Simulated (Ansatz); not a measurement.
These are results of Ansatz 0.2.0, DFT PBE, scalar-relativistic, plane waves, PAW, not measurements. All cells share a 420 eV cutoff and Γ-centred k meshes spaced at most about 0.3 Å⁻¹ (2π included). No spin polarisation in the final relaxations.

Formation energies are uncorrected and refer to the elements' standard structures at the same level (O₂ as a molecule).

A relaxed structure of HfSi2O6 has 9.13 Å³/atom, −1.990 eV/atom against the elements, a gap of 0.38 eV on its mesh:

```yaml
crystal:
  lattice:
    - [-1.68500, 1.68500, 7.23516]
    - [1.68500, -1.68500, 7.23516]
    - [1.68500, 1.68500, -7.23516]
  atoms:
    - { symbol: Hf, position: [0.50000, 0.50000, 0.00000] }
    - { symbol: Si, position: [0.82949, 0.82949, 0.00000] }
    - { symbol: Si, position: [0.17051, 0.17051, 0.00000] }
    - { symbol: O, position: [0.40792, 0.90792, 0.50000] }
    - { symbol: O, position: [0.09208, 0.59208, 0.50000] }
    - { symbol: O, position: [0.75000, 0.25000, 0.50000] }
    - { symbol: O, position: [0.59208, 0.09208, 0.50000] }
    - { symbol: O, position: [0.25000, 0.75000, 0.50000] }
    - { symbol: O, position: [0.90792, 0.40792, 0.50000] }
```

Q: Zr takes the place of Hf on the same sites, and the cell is relaxed. What changes?

A: ZrSi2O6 has a = 3.373 Å, c = 14.506 Å: 9.17 Å³/atom, −1.974 eV/atom against the elements, a gap of 0.34 eV on its mesh. The volume per atom changes by +0.4 % and the formation energy by +0.016 eV/atom (from unrounded values). The gap narrows by 0.04 eV. Covalent radii: Hf 1.75 Å, Zr 1.75 Å; electronegativities 1.30 and 1.33. Zr is surrounded by 8 O at 2.16 Å; Si has 8 O at 2.03–2.04 Å; O on a site of symmetry 2mm has 2 Si at 2.03 Å, 2 Zr at 2.16 Å and 5 O at 2.28–2.38 Å; O on a site of symmetry -4m2 has 4 Si at 2.04 Å and 6 O at 2.28–2.38 Å.

```yaml
crystal:
  lattice:
    - [-1.68640, 1.68640, 7.25281]
    - [1.68640, -1.68640, 7.25281]
    - [1.68640, 1.68640, -7.25281]
  atoms:
    - { symbol: Zr, position: [0.50000, 0.50000, 0.00000] }
    - { symbol: Si, position: [0.82935, 0.82935, 0.00000] }
    - { symbol: Si, position: [0.17065, 0.17065, 0.00000] }
    - { symbol: O, position: [0.90736, 0.40736, 0.50000] }
    - { symbol: O, position: [0.59264, 0.09264, 0.50000] }
    - { symbol: O, position: [0.25000, 0.75000, 0.50000] }
    - { symbol: O, position: [0.09264, 0.59264, 0.50000] }
    - { symbol: O, position: [0.75000, 0.25000, 0.50000] }
    - { symbol: O, position: [0.40736, 0.90736, 0.50000] }
```

The two cells were relaxed from separate starts that ended on the same group and sites; neither need be the stable form of its compound. Spin–orbit coupling, which can matter for Hf, is left out. Kohn–Sham gaps at this level usually fall short of measured ones. Cells relaxed within their symmetry can be saddle points.

Replacing Hf with Zr barely alters the structure, as expected for two tetravalent d⁰ ions of the same group whose sizes the lanthanide contraction makes nearly equal. The slightly weaker binding of the Zr compound matches the usual order of the two metals' oxides. The gap change of 0.04 eV is too small to assign to the metal d levels, though the higher-lying 5d states of Hf would act in that direction.

More striking is how small both gaps are, since charge-balanced silicates of these metals are normally wide-gap insulators. The usual underestimate by a semilocal functional cannot account for this alone; the geometry is the likelier main cause. In the Zr cell, Si–O distances of 2.03–2.04 Å are long even for octahedral silicon, while O–O contacts of 2.28–2.38 Å are very short for oxide ions. Weakened Si–O bonding probably lowers the antibonding conduction states, and O–O repulsion broadens the O 2p band upwards. The negative formation energies do not show resistance to decomposition into the binary oxides.
